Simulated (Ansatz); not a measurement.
**TaC (Fm-3m): zero-pressure volume and bulk modulus with LDA**

Aim: take the cell of TaC (Fm-3m) to zero pressure with LDA, then fit an equation of state.

Computed with Ansatz 0.2.0 (DFT LDA, scalar-relativistic, plane waves, PAW, unless a step's input says otherwise).

1 further run of the same task is left out (set aside as unsound or not needed). Runs told in other sessions of the task aren't counted.

**1. Starting point**

Symmetry: Fm-3m, No. 225, cubic system. Conventional cell: a = 4.454 Å, b = 4.454 Å, c = 4.454 Å, α = 90.00°, β = 90.00°, γ = 90.00°. Ta (site symmetry m-3m) has 6 C at 2.23 Å in its first shell of neighbours. Around C (site symmetry m-3m) lie 6 Ta at 2.23 Å.

Coordinates:

```
Ta C
1.0
     0.00000    2.22700    2.22700
     2.22700    0.00000    2.22700
     2.22700    2.22700    0.00000
Ta C
1 1
Direct
  0.00000 0.00000 0.00000
  0.50000 0.50000 0.50000
```

An earlier run on this cell at PBE gave 4.73 GPa at 11.045 Å³/atom (10×10×10 mesh), a metal on this mesh. The cell is compressed at this level.

**2. At the given cell**

Contents of input.yaml:

```yaml
crystal:
  lattice:
    - [0.0, 2.226998583, 2.226998583]
    - [2.226998583, 0.0, 2.226998583]
    - [2.226998583, 2.226998583, 0.0]
  atoms:
    - { symbol: Ta, position: [0.0, 0.0, 0.0] }
    - { symbol: C, position: [0.5, 0.5, 0.5] }
basis:
  ecutwfc: 420
  ecutrho_ratio: 4
kpoints:
  mp_grid: { grid: [10, 10, 10] }
hamiltonian:
  xc: lda
scf:
  occupations: { method: gaussian, width: 0.05 }
output:
  forces: true
  stress: true
  eigenvalues: true
```

The run is started by

```sh
> ansatz run input.yaml --threads 4 --pin off --max-ram 8192MiB --backend cpu --events-out ev --progress --plain --runs-dir out
```

Output, shortened:

```text
Warning: RAYON_NUM_THREADS=4 ignored (pool sized by the plan → 4); use --threads N
[...]
Pseudopotentials: kind: paw
Pseudopotential: Ta, paw, valence charge 13, recommended cutoff 420 eV (normal), Ta.paw.azcp
Pseudopotential: C, paw, valence charge 4, recommended cutoff 420 eV (normal), C.paw.azcp
Functional definition: SPW92
[...]
Crystal: 2 atoms, lattice volume = 22.090 Å³
Basis set: ecut = 420 eV, 411 PW (Γ)
Bands: 13, of which v1, the nominal top of the filled ones, is band 9 counted from 1 (8 counted from 0)
Symmetry: 48 space group operations
Space group: Fm-3m (ITA 225), of the structure as read, at distance tolerance 2.8e-5 Å
k-points: 47 of 1000
[...]
SCF iter   1: F=—  HF=-9926.968862 eV  |F-HF|=—  |Δ(HF+E_count)|=         —  Δρ=7.64e-3  dr2=1.53e-2  ethr=1.77e-3  ⟨swp⟩=6.0  Hψ=3267  notcnv=0
[...]
SCF iter   6: F=-9926.965197 eV  HF=-9926.965197 eV  |F-HF|=0.00e0  |Δ(HF+E_count)|=   2.24e-9  Δρ=3.85e-7  dr2=9.34e-12  ethr=1.81e-11  ⟨swp⟩=3.3  Hψ=2029  notcnv=0
[...]
SCF converged after 6 iterations
Free energy (F): -9926.965197 eV
[...]
E sigma→0 (E₀):  -9926.964982 eV
Entropy (-TS):   -0.000430 eV (-0.215 meV/atom)
Fermi energy:    19.569920 eV
[...]
--- Forces (eV/Å), atoms counted from 1 ---
  atom   1  Ta    -0.00000000     0.00000000     0.00000000
  atom   2  C      0.00000000     0.00000000     0.00000000
[...]
--- Stress (GPa, compression-positive) ---
       -9.337744      -0.000000       0.000000
       -0.000000      -9.337744      -0.000000
        0.000000       0.000000      -9.337744
  P = ⅓ Tr σ = -9.3377 GPa (-93.377 kbar)
--- Band table (eV; the first three rows and the last of 47) ---
  k-point 0: bands = ["-49.0120", "-15.2814", "-15.2814", "-15.2814", "5.0370", "18.3122", "18.3122", "18.3122", "19.2271", "19.2271", "19.2271", "20.3106", "20.3106"]
[...]
```

It took 0.52 s on 4 threads of Arm Neoverse V1, shared host; peak memory 0.28 GiB.

Result: volume 11.045 Å³/atom, pressure -9.34 GPa, metallic.

**3. Stepping to 10.357 Å³/atom**

input.yaml: that of step 2 with these lines changed.

```diff
@@ -2,5 +2,5 @@
   lattice:
-    - [0.0, 2.226998583, 2.226998583]
-    - [2.226998583, 0.0, 2.226998583]
-    - [2.226998583, 2.226998583, 0.0]
+    - [0.0, 2.1797936357, 2.1797936357]
+    - [2.1797936357, 0.0, 2.1797936357]
+    - [2.1797936357, 2.1797936357, 0.0]
   atoms:
```

The run is started by

```sh
> ansatz run input.yaml --threads 4 --pin off --max-ram 8192MiB --backend cpu --events-out ev --progress --plain --runs-dir out
```

Output, shortened:

```text
Warning: RAYON_NUM_THREADS=4 ignored (pool sized by the plan → 4); use --threads N
[...]
[... 4 set-up lines as earlier in the session ...]
[...]
Crystal: 2 atoms, lattice volume = 20.715 Å³
Basis set: ecut = 420 eV, 411 PW (Γ)
Bands: 13, of which v1, the nominal top of the filled ones, is band 9 counted from 1 (8 counted from 0)
[... 1 set-up line as earlier in the session ...]
Space group: Fm-3m (ITA 225), of the structure as read, at distance tolerance 2.7e-5 Å
k-points: 47 of 1000
[...]
SCF iter   1: F=—  HF=-9926.953585 eV  |F-HF|=—  |Δ(HF+E_count)|=         —  Δρ=8.23e-3  dr2=1.55e-2  ethr=1.77e-3  ⟨swp⟩=5.9  Hψ=3292  notcnv=0
[...]
SCF iter   6: F=-9926.949724 eV  HF=-9926.949724 eV  |F-HF|=0.00e0  |Δ(HF+E_count)|=   2.13e-9  Δρ=4.82e-7  dr2=1.42e-11  ethr=1.76e-11  ⟨swp⟩=3.3  Hψ=2086  notcnv=0
[...]
SCF converged after 6 iterations
Free energy (F): -9926.949724 eV
[...]
E sigma→0 (E₀):  -9926.949510 eV
Entropy (-TS):   -0.000429 eV (-0.215 meV/atom)
Fermi energy:    20.977868 eV
[...]
--- Forces (eV/Å), atoms counted from 1 ---
  atom   1  Ta    -0.00000000     0.00000000    -0.00000000
  atom   2  C      0.00000000    -0.00000000    -0.00000000
[...]
--- Stress (GPa, compression-positive) ---
       14.259988       0.000000       0.000000
        0.000000      14.259988      -0.000000
       -0.000000      -0.000000      14.259988
  P = ⅓ Tr σ = 14.2600 GPa (142.600 kbar)
--- Band table (eV; the first three rows and the last of 47) ---
  k-point 0: bands = ["-47.4156", "-13.6739", "-13.6739", "-13.6739", "6.0197", "19.6126", "19.6126", "19.6126", "20.6117", "20.6117", "20.6117", "21.8097", "21.8097"]
[...]
```

Wall time 0.52 s (4 threads of Arm Neoverse V1, shared host); peak memory 0.27 GiB.

This gives: volume 10.357 Å³/atom, pressure 14.26 GPa, a metal on this mesh.

**4. Stepping to 10.743 Å³/atom**

input.yaml: that of step 3 with these lines changed.

```diff
@@ -2,5 +2,5 @@
   lattice:
-    - [0.0, 2.1797936357, 2.1797936357]
-    - [2.1797936357, 0.0, 2.1797936357]
-    - [2.1797936357, 2.1797936357, 0.0]
+    - [0.0, 2.2065352446, 2.2065352446]
+    - [2.2065352446, 0.0, 2.2065352446]
+    - [2.2065352446, 2.2065352446, 0.0]
   atoms:
```

The run is started by

```sh
> ansatz run input.yaml --threads 4 --pin off --max-ram 8192MiB --backend cpu --events-out ev --progress --plain --runs-dir out
```

Output, shortened:

```text
Warning: RAYON_NUM_THREADS=4 ignored (pool sized by the plan → 4); use --threads N
[...]
[... 4 set-up lines as earlier in the session ...]
[...]
Crystal: 2 atoms, lattice volume = 21.486 Å³
Basis set: ecut = 420 eV, 411 PW (Γ)
Bands: 13, of which v1, the nominal top of the filled ones, is band 9 counted from 1 (8 counted from 0)
[... 2 set-up lines as earlier in the session ...]
k-points: 47 of 1000
[...]
SCF iter   1: F=—  HF=-9926.986712 eV  |F-HF|=—  |Δ(HF+E_count)|=         —  Δρ=7.93e-3  dr2=1.56e-2  ethr=1.77e-3  ⟨swp⟩=5.9  Hψ=3253  notcnv=0
[...]
SCF iter   6: F=-9926.983055 eV  HF=-9926.983055 eV  |F-HF|=5.46e-12  |Δ(HF+E_count)|=   2.54e-9  Δρ=4.47e-7  dr2=1.22e-11  ethr=1.80e-11  ⟨swp⟩=3.4  Hψ=2131  notcnv=0
[...]
SCF converged after 6 iterations
Free energy (F): -9926.983055 eV
[...]
E sigma→0 (E₀):  -9926.982840 eV
Entropy (-TS):   -0.000430 eV (-0.215 meV/atom)
Fermi energy:    20.168694 eV
[...]
--- Forces (eV/Å), atoms counted from 1 ---
  atom   1  Ta    -0.00000000     0.00000000     0.00000000
  atom   2  C      0.00000000    -0.00000000    -0.00000000
[...]
--- Stress (GPa, compression-positive) ---
        0.057968       0.000000       0.000000
        0.000000       0.057968       0.000000
        0.000000      -0.000000       0.057968
  P = ⅓ Tr σ = 0.0580 GPa (0.580 kbar)
--- Band table (eV; the first three rows and the last of 47) ---
  k-point 0: bands = ["-48.3324", "-14.5980", "-14.5980", "-14.5980", "5.4510", "18.8655", "18.8655", "18.8655", "19.8146", "19.8146", "19.8146", "20.9476", "20.9476"]
[...]
```

Run time: 0.51 s. Hardware: 4 threads of Arm Neoverse V1, shared host; peak memory 0.28 GiB.

This gives: volume 10.743 Å³/atom, pressure 0.06 GPa, no gap.

**5. Volume × 0.98 of the new zero**

input.yaml: that of step 4 with these lines changed.

```diff
@@ -2,5 +2,5 @@
   lattice:
-    - [0.0, 2.2065352446, 2.2065352446]
-    - [2.2065352446, 0.0, 2.2065352446]
-    - [2.2065352446, 2.2065352446, 0.0]
+    - [0.0, 2.191725837, 2.191725837]
+    - [2.191725837, 0.0, 2.191725837]
+    - [2.191725837, 2.191725837, 0.0]
   atoms:
```

The run is started by

```sh
> ansatz run input.yaml --threads 4 --pin off --max-ram 8192MiB --backend cpu --events-out ev --progress --plain --runs-dir out
```

Output, shortened:

```text
Warning: RAYON_NUM_THREADS=4 ignored (pool sized by the plan → 4); use --threads N
[...]
[... 4 set-up lines as earlier in the session ...]
[...]
Crystal: 2 atoms, lattice volume = 21.057 Å³
Basis set: ecut = 420 eV, 411 PW (Γ)
Bands: 13, of which v1, the nominal top of the filled ones, is band 9 counted from 1 (8 counted from 0)
[... 2 set-up lines as earlier in the session ...]
k-points: 47 of 1000
[...]
SCF iter   1: F=—  HF=-9926.976754 eV  |F-HF|=—  |Δ(HF+E_count)|=         —  Δρ=8.12e-3  dr2=1.57e-2  ethr=1.77e-3  ⟨swp⟩=5.9  Hψ=3273  notcnv=0
[...]
SCF iter   6: F=-9926.972968 eV  HF=-9926.972968 eV  |F-HF|=5.46e-12  |Δ(HF+E_count)|=   2.37e-9  Δρ=4.69e-7  dr2=1.45e-11  ethr=1.74e-11  ⟨swp⟩=3.5  Hψ=2103  notcnv=0
[...]
SCF converged after 6 iterations
Free energy (F): -9926.972968 eV
[...]
E sigma→0 (E₀):  -9926.972754 eV
Entropy (-TS):   -0.000429 eV (-0.215 meV/atom)
Fermi energy:    20.612989 eV
[...]
--- Forces (eV/Å), atoms counted from 1 ---
  atom   1  Ta    -0.00000000     0.00000000     0.00000000
  atom   2  C      0.00000000    -0.00000000     0.00000000
[...]
--- Stress (GPa, compression-positive) ---
        7.639064      -0.000000       0.000000
       -0.000000       7.639064       0.000000
       -0.000000       0.000000       7.639064
  P = ⅓ Tr σ = 7.6391 GPa (76.391 kbar)
--- Band table (eV; the first three rows and the last of 47) ---
  k-point 0: bands = ["-47.8287", "-14.0907", "-14.0907", "-14.0907", "5.7620", "19.2758", "19.2758", "19.2758", "20.2518", "20.2518", "20.2518", "21.4208", "21.4208"]
[...]
```

It took 0.52 s on 4 threads of Arm Neoverse V1, shared host; peak memory 0.27 GiB.

This gives: volume 10.528 Å³/atom, pressure 7.64 GPa, metallic.

**6. Volume × 1.02 of the new zero**

input.yaml: that of step 5 with these lines changed.

```diff
@@ -2,5 +2,5 @@
   lattice:
-    - [0.0, 2.191725837, 2.191725837]
-    - [2.191725837, 0.0, 2.191725837]
-    - [2.191725837, 2.191725837, 0.0]
+    - [0.0, 2.2211484867, 2.2211484867]
+    - [2.2211484867, 0.0, 2.2211484867]
+    - [2.2211484867, 2.2211484867, 0.0]
   atoms:
```

The run is started by

```sh
> ansatz run input.yaml --threads 4 --pin off --max-ram 8192MiB --backend cpu --events-out ev --progress --plain --runs-dir out
```

Output, shortened:

```text
Warning: RAYON_NUM_THREADS=4 ignored (pool sized by the plan → 4); use --threads N
[...]
[... 4 set-up lines as earlier in the session ...]
[...]
Crystal: 2 atoms, lattice volume = 21.916 Å³
Basis set: ecut = 420 eV, 411 PW (Γ)
Bands: 13, of which v1, the nominal top of the filled ones, is band 9 counted from 1 (8 counted from 0)
[... 2 set-up lines as earlier in the session ...]
k-points: 47 of 1000
[...]
SCF iter   1: F=—  HF=-9926.977634 eV  |F-HF|=—  |Δ(HF+E_count)|=         —  Δρ=7.72e-3  dr2=1.54e-2  ethr=1.77e-3  ⟨swp⟩=5.9  Hψ=3275  notcnv=0
[...]
SCF iter   6: F=-9926.973956 eV  HF=-9926.973956 eV  |F-HF|=1.82e-12  |Δ(HF+E_count)|=   1.76e-9  Δρ=3.71e-7  dr2=1.01e-11  ethr=1.61e-11  ⟨swp⟩=3.1  Hψ=2032  notcnv=0
[...]
SCF converged after 6 iterations
Free energy (F): -9926.973956 eV
[...]
E sigma→0 (E₀):  -9926.973741 eV
Entropy (-TS):   -0.000430 eV (-0.215 meV/atom)
Fermi energy:    19.739326 eV
[...]
--- Forces (eV/Å), atoms counted from 1 ---
  atom   1  Ta    -0.00000000     0.00000000    -0.00000000
  atom   2  C      0.00000000     0.00000000     0.00000000
[...]
--- Stress (GPa, compression-positive) ---
       -6.772137       0.000000      -0.000000
        0.000000      -6.772137      -0.000000
       -0.000000       0.000000      -6.772137
  P = ⅓ Tr σ = -6.7721 GPa (-67.721 kbar)
--- Band table (eV; the first three rows and the last of 47) ---
  k-point 0: bands = ["-48.8196", "-15.0881", "-15.0881", "-15.0881", "5.1536", "18.4688", "18.4688", "18.4688", "19.3931", "19.3931", "19.3931", "20.4907", "20.4907"]
[...]
```

It took 0.51 s on 4 threads of Arm Neoverse V1, shared host; peak memory 0.28 GiB.

Read off: volume 10.958 Å³/atom, pressure -6.77 GPa, a metal on this mesh.

**7. Volume × 0.96 of the new zero**

input.yaml: that of step 6 with these lines changed.

```diff
@@ -2,5 +2,5 @@
   lattice:
-    - [0.0, 2.2211484867, 2.2211484867]
-    - [2.2211484867, 0.0, 2.2211484867]
-    - [2.2211484867, 2.2211484867, 0.0]
+    - [0.0, 2.1767135451, 2.1767135451]
+    - [2.1767135451, 0.0, 2.1767135451]
+    - [2.1767135451, 2.1767135451, 0.0]
   atoms:
```

The run is started by

```sh
> ansatz run input.yaml --threads 4 --pin off --max-ram 8192MiB --backend cpu --events-out ev --progress --plain --runs-dir out
```

Output, shortened:

```text
Warning: RAYON_NUM_THREADS=4 ignored (pool sized by the plan → 4); use --threads N
[...]
[... 4 set-up lines as earlier in the session ...]
[...]
Crystal: 2 atoms, lattice volume = 20.627 Å³
Basis set: ecut = 420 eV, 411 PW (Γ)
Bands: 13, of which v1, the nominal top of the filled ones, is band 9 counted from 1 (8 counted from 0)
[... 2 set-up lines as earlier in the session ...]
k-points: 47 of 1000
[...]
SCF iter   1: F=—  HF=-9926.945263 eV  |F-HF|=—  |Δ(HF+E_count)|=         —  Δρ=8.25e-3  dr2=1.55e-2  ethr=1.77e-3  ⟨swp⟩=5.9  Hψ=3310  notcnv=0
[...]
SCF iter   6: F=-9926.941436 eV  HF=-9926.941436 eV  |F-HF|=3.64e-12  |Δ(HF+E_count)|=   2.27e-9  Δρ=4.72e-7  dr2=1.36e-11  ethr=1.71e-11  ⟨swp⟩=3.4  Hψ=2081  notcnv=0
[...]
SCF converged after 6 iterations
Free energy (F): -9926.941436 eV
[...]
E sigma→0 (E₀):  -9926.941221 eV
Entropy (-TS):   -0.000429 eV (-0.215 meV/atom)
Fermi energy:    21.073072 eV
[...]
--- Forces (eV/Å), atoms counted from 1 ---
  atom   1  Ta    -0.00000000     0.00000000     0.00000000
  atom   2  C      0.00000000    -0.00000000     0.00000000
[...]
--- Stress (GPa, compression-positive) ---
       16.047107      -0.000000       0.000000
       -0.000000      16.047107       0.000000
       -0.000000       0.000000      16.047107
  P = ⅓ Tr σ = 16.0471 GPa (160.471 kbar)
--- Band table (eV; the first three rows and the last of 47) ---
  k-point 0: bands = ["-47.3079", "-13.5651", "-13.5651", "-13.5651", "6.0873", "19.7005", "19.7005", "19.7005", "20.7057", "20.7057", "20.7057", "21.9112", "21.9112"]
[...]
```

Run time: 0.51 s. Hardware: 4 threads of Arm Neoverse V1, shared host; peak memory 0.27 GiB.

Result: volume 10.313 Å³/atom, pressure 16.05 GPa, a metal on this mesh.

**8. Volume × 1.04 of the new zero**

input.yaml: that of step 7 with these lines changed.

```diff
@@ -2,5 +2,5 @@
   lattice:
-    - [0.0, 2.1767135451, 2.1767135451]
-    - [2.1767135451, 0.0, 2.1767135451]
-    - [2.1767135451, 2.1767135451, 0.0]
+    - [0.0, 2.2355719329, 2.2355719329]
+    - [2.2355719329, 0.0, 2.2355719329]
+    - [2.2355719329, 2.2355719329, 0.0]
   atoms:
```

The run is started by

```sh
> ansatz run input.yaml --threads 4 --pin off --max-ram 8192MiB --backend cpu --events-out ev --progress --plain --runs-dir out
```

Output, shortened:

```text
Warning: RAYON_NUM_THREADS=4 ignored (pool sized by the plan → 4); use --threads N
[...]
[... 4 set-up lines as earlier in the session ...]
[...]
Crystal: 2 atoms, lattice volume = 22.346 Å³
Basis set: ecut = 420 eV, 411 PW (Γ)
Bands: 13, of which v1, the nominal top of the filled ones, is band 9 counted from 1 (8 counted from 0)
[... 2 set-up lines as earlier in the session ...]
k-points: 47 of 1000
[...]
SCF iter   1: F=—  HF=-9926.950927 eV  |F-HF|=—  |Δ(HF+E_count)|=         —  Δρ=7.49e-3  dr2=1.50e-2  ethr=1.77e-3  ⟨swp⟩=6.0  Hψ=3260  notcnv=0
[...]
SCF iter   6: F=-9926.947415 eV  HF=-9926.947415 eV  |F-HF|=3.64e-12  |Δ(HF+E_count)|=   2.35e-9  Δρ=3.72e-7  dr2=7.37e-12  ethr=1.79e-11  ⟨swp⟩=3.3  Hψ=2050  notcnv=0
[...]
SCF converged after 6 iterations
Free energy (F): -9926.947415 eV
[...]
E sigma→0 (E₀):  -9926.947200 eV
Entropy (-TS):   -0.000431 eV (-0.215 meV/atom)
Fermi energy:    19.324133 eV
[...]
--- Forces (eV/Å), atoms counted from 1 ---
  atom   1  Ta    -0.00000000     0.00000000     0.00000000
  atom   2  C      0.00000000    -0.00000000    -0.00000000
[...]
--- Stress (GPa, compression-positive) ---
      -12.931916       0.000000       0.000000
       -0.000000     -12.931916      -0.000000
        0.000000       0.000000     -12.931916
  P = ⅓ Tr σ = -12.9319 GPa (-129.319 kbar)
--- Band table (eV; the first three rows and the last of 47) ---
  k-point 0: bands = ["-49.2912", "-15.5617", "-15.5617", "-15.5617", "4.8687", "18.0851", "18.0851", "18.0851", "18.9866", "18.9866", "18.9866", "20.0493", "20.0493"]
[...]
```

Run time: 0.51 s. Hardware: 4 threads of Arm Neoverse V1, shared host; peak memory 0.28 GiB.

This gives: volume 11.173 Å³/atom, pressure -12.93 GPa, a metal on this mesh.

**9. Energy and pressure against volume**

Energies have the smearing extrapolated to zero and count from the lowest point.

```csv
volume (Å³/atom),energy (meV/atom),pressure (GPa)
10.313,20.81,16.05
10.528,5.04,7.64
10.743,0.00,0.06
10.958,4.55,-6.77
11.173,17.82,-12.93
```

volume (Å³/atom), energy (meV/atom) and a bar:
```
    10.31       20.8 ##############################
    10.53        5.0 #######
    10.74        0.0 
    10.96        4.5 #######
    11.17       17.8 ##########################
```

**10. Outcome**

```
       quantity           value
             V0  10.745 Å³/atom
             B0         359 GPa
gap on the mesh    none (metal)
    time in all           3.6 s
```

In words: LDA puts the minimum at 10.74 Å³/atom, -2.7 % from the cell given, which stood at 4.7 GPa under PBE, with a bulk modulus of 359 GPa. The PAW datasets were made for PBE. Spin–orbit coupling is left out, though the cell holds Ta; in elements this heavy it can shift levels and gaps by tenths of an eV.
